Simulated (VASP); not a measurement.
A run of VASP 6.6.1:

Contents of INCAR:

```
SYSTEM = AgI
ALGO = Normal ; EDIFF = 1E-7
ENCUT = 520 ; GGA = PE
ISIF = 2 ; ISMEAR = 0
LASPH = .True. ; LCHARG = .False.
LREAL = .False. ; LWAVE = .False.
NBANDS = 16 ; NELM = 100
PREC = Accurate ; SIGMA = 0.1
```

Contents of KPOINTS:

```
k-points
0
Gamma
  4 4 4
  0 0 0
```

File POSCAR:

```
AgI
1.0
    0.0000000000      3.2820960000      3.2820960000
    3.2820960000      0.0000000000      3.2820960000
    3.2820960000      3.2820960000      0.0000000000
Ag I
1 1
Direct
    0.0000000000      0.0000000000      0.0000000000
    0.7500000000      0.7500000000      0.7500000000
```

Potentials or basis: VASP PAW PBE potentials, release 64 (Ag, I).

Run with:

```console
$ cat potpaw_PBE.64/Ag/POTCAR potpaw_PBE.64/I/POTCAR > POTCAR
$ mpirun -np 1 vasp_std > vasp.out
```

Hardware: 1 thread of Intel(R) Xeon(R) Platinum 8488C (Sapphire Rapids), with other jobs on the host.

Estimate the wall time of this run.

Run time: 13 s on 1 thread of Intel(R) Xeon(R) Platinum 8488C (Sapphire Rapids), on a shared host, peak memory 0.2 GiB. Counts: scf iterations 14, k points 8.
